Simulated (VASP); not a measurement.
**Si in VASP 6.6.1, single-point calculation**

INCAR

```
PREC = Accurate
IBRION = -1
LWAVE = .FALSE.
EDIFF = 1E-7
NSW = 0
LREAL = .FALSE.
ISMEAR = -1
SIGMA = 0.02
ISYM = 0
ENCUT = 520
LCHARG = .FALSE.
NELM = 61
NBANDS = 11
GGA = PE
ISIF = 2
LASPH = .TRUE.
```

KPOINTS

```
KPOINTS created by Atomic Simulation Environment
0
Gamma
4 4 4
0 0 0
```

POSCAR

```
Si
 1.0000000000000000
     0.0000000000000000    2.8310036514000001    2.6414737678000000
     2.8310036514000001    0.0000000000000000    2.6414737678000000
     2.8310036514000001    2.8310036514000001    0.0000000000000000
 Si
   2
Cartesian
  0.0000000000000000  0.0000000000000000  0.0000000000000000
  1.4155018257000000  1.4155018257000000  1.3207368839000000
```

The recommended PBE PAW datasets give the neutral cell 8 valence electrons.

Command

```
mpirun -np 1 vasp_std
```

OSZICAR

```
N       E                     dE             d eps       ncg     rms          rms(c)
DAV:   1     0.558174585342E+01    0.55817E+01   -0.30587E+03   792   0.556E+02
DAV:   2    -0.102868075155E+02   -0.15869E+02   -0.14994E+02  1070   0.798E+01
DAV:   3    -0.107825287832E+02   -0.49572E+00   -0.49447E+00  1074   0.119E+01
DAV:   4    -0.107861287718E+02   -0.36000E-02   -0.35994E-02   968   0.124E+00
DAV:   5    -0.107861668833E+02   -0.38112E-04   -0.38111E-04  1027   0.119E-01    0.461E+00
DAV:   6    -0.106709504705E+02    0.11522E+00   -0.60473E-02   932   0.103E+00    0.280E+00
DAV:   7    -0.106165824324E+02    0.54368E-01   -0.12412E-01   944   0.160E+00    0.158E-01
DAV:   8    -0.106183055101E+02   -0.17231E-02   -0.61210E-03   888   0.416E-01    0.790E-02
DAV:   9    -0.106185764948E+02   -0.27098E-03   -0.26829E-04  1003   0.976E-02    0.600E-02
DAV:  10    -0.106186063650E+02   -0.29870E-04   -0.29815E-05   935   0.309E-02    0.655E-03
DAV:  11    -0.106186068895E+02   -0.52454E-06   -0.19780E-06  1005   0.737E-03    0.300E-03
DAV:  12    -0.106186071045E+02   -0.21492E-06   -0.60346E-07   888   0.472E-03    0.161E-03
DAV:  13    -0.106186071556E+02   -0.51153E-07   -0.54135E-09   651   0.509E-04
   1 F= -.10618607E+02 E0= -.10618532E+02  d E =-.150961E-03
```

From OUTCAR

```
k-points           NKPTS =     36   k-points in BZ     NKDIM =     36   number of bands    NBANDS=     11

   NELECT =       8.0000    total number of electrons

   dimension x,y,z NGX =    30 NGY =   30 NGZ =   30
   dimension x,y,z NGXF=    60 NGYF=   60 NGZF=   60

  energy-cutoff  :      520.00
  volume of cell :       42.34
      direct lattice vectors                 reciprocal lattice vectors
     0.000000000  2.831003651  2.641473768    -0.176615809  0.176615809  0.189288270
     2.831003651  0.000000000  2.641473768     0.176615809 -0.176615809  0.189288270
     2.831003651  2.831003651  0.000000000     0.176615809  0.176615809 -0.189288270

 k-points in reciprocal lattice and weights: KPOINTS created by Atomic Simulation Env
   0.00000000  0.00000000  0.00000000       0.016
   0.25000000 -0.00000000  0.00000000       0.031
  -0.00000000 -0.00000000 -0.25000000       0.031
  -0.00000000  0.25000000  0.00000000       0.031
   0.25000000  0.25000000  0.25000000       0.031
   0.50000000 -0.00000000  0.00000000       0.016
   0.00000000  0.00000000  0.50000000       0.016
  -0.00000000  0.50000000  0.00000000       0.016
   ...

 E-fermi :   5.6918

 k-point     1 :       0.0000    0.0000    0.0000
  band No.  band energies     occupation
      1      -6.2667      2.00000
      2       5.1799      2.00000
      3       5.1799      2.00000
      4       5.6175      1.95242
      5       7.6900      0.00000
      6       7.9577      0.00000
      7       7.9577      0.00000
      8       8.0136      0.00000
      9      12.4093      0.00000
     10      13.0682      0.00000
     11      13.5139      0.00000

 k-point     2 :       0.2500   -0.0000    0.0000
  band No.  band energies     occupation
      1      -5.5037      2.00000
      2       1.4918      2.00000
      3       4.3710      2.00000
      4       4.8291      2.00000
      5       7.0663      0.00000
      6       8.6885      0.00000
      7       8.8846      0.00000
      8      11.7288      0.00000
      9      12.3709      0.00000
     10      12.6108      0.00000
     11      14.2829      0.00000

 k-point     3 :      -0.0000   -0.0000   -0.2500
  band No.  band energies     occupation
      1      -5.5037      2.00000
      2       1.4918      2.00000
      3       4.3710      2.00000
      4       4.8291      2.00000
      5       7.0663      0.00000
      6       8.6885      0.00000
      7       8.8846      0.00000
      8      11.7288      0.00000
      9      12.3709      0.00000
     10      12.6108      0.00000
     11      14.2829      0.00000

 k-point     4 :      -0.0000    0.2500    0.0000
  band No.  band energies     occupation
      1      -5.5037      2.00000
      2       1.4918      2.00000
      3       4.3710      2.00000
      4       4.8291      2.00000
      5       7.0663      0.00000
      6       8.6885      0.00000
      7       8.8846      0.00000
      8      11.7288      0.00000
      9      12.3709      0.00000
     10      12.6108      0.00000
     11      14.2829      0.00000

 k-point     5 :       0.2500    0.2500    0.2500
  band No.  band energies     occupation
      1      -5.5037      2.00000
      2       1.4918      2.00000
      3       4.3710      2.00000
      4       4.8291      2.00000
      5       7.0663      0.00000
      6       8.6885      0.00000
      7       8.8846      0.00000
      8      11.7288      0.00000
      9      12.3709      0.00000
     10      12.6108      0.00000
     11      14.2829      0.00000

 ...

  Total       -1.1977726     -1.1977726      0.3704718     -0.0000030     -0.0000012     -0.0000016
  in kB      -45.3239543    -45.3239547     14.0187280     -0.0001137     -0.0000453     -0.0000620
  external PRESSURE =     -25.5430604 kB  Pullay stress =       0.0000000 kB

 POSITION                                       TOTAL-FORCE (eV/Angst)
 -----------------------------------------------------------------------------------
      0.00000      0.00000      0.00000         0.000000      0.000000     -0.000000
      1.41550      1.41550      1.32074        -0.000000     -0.000000      0.000000
 -----------------------------------------------------------------------------------
    total drift:                               -0.000000      0.000000      0.000000

  FREE ENERGIE OF THE ION-ELECTRON SYSTEM (eV)
  ---------------------------------------------------
  free  energy   TOTEN  =       -10.6186071556 eV

  energy  without entropy=      -10.6184561943  energy(sigma->0) =      -10.61853167
```

It converged. Results: gap between bands v and c on the k mesh 0.16 eV; least direct gap on the k mesh 2.07 eV; pressure -2.6 GPa. Band v is the last that the valence electrons fill when counted band by band, and c is the next.

These settings aren't sound, so the numbers aren't properties of the crystal.

On sound settings PBE gives a gap of 0.00 eV on its mesh and a pressure of -3.0 GPa for the intended cell.

The run took about 17 s on one core of a shared host (Intel Xeon Platinum 8488C) and held 0.16 GiB at most.
